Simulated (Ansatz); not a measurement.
As: strain and displacement

```yaml
crystal:
  lattice:
    - [-1.68398, 1.68398, 1.68398]
    - [1.68398, -1.68398, 1.68398]
    - [1.68398, 1.68398, -1.68398]
  atoms:
    - { symbol: As, position: [0.00000, 0.00000, 0.00000] }
```

The structure comes from a relaxation in the same program, started in the bcc type, and has space group Im-3m. Whether it is a known phase or the ground state wasn't checked.

Computed with DFT, PBE, all-electron LAPW, scalar-relativistic (Ansatz 0.2.0).

The runs use a Γ-centred 16×16×16 k mesh, Fermi–Dirac smearing of 0.05 eV, basis error target 0.25 meV/atom, no spin polarisation.

The unchanged cell is at 0.01 GPa, so energy changes include a term −P ΔV where the volume moves.

In a metal, stresses and small energies carry noise from the k mesh.

x, y and z are the Cartesian axes of the cell as listed; fractional coordinates follow a strain, and an engineering shear is twice the off-diagonal strain component.

(1) With this change (z strained by +1.5 % at fixed volume), what becomes of the energy and stress?

(2) With this change (x and y strained by -1 %, z held), what becomes of the energy and stress?

Results:

(1) Energy change under 1 meV/atom; stress change (xx, yy, zz, yz, xz, xy) 0.26, 0.26, -0.60, 0.00, 0.00, 0.00 GPa, compression positive.

(2) Energy change +2 meV/atom; stress change (xx, yy, zz, yz, xz, xy) 1.83, 1.83, 1.25, 0.00, 0.00, 0.00 GPa, compression positive.
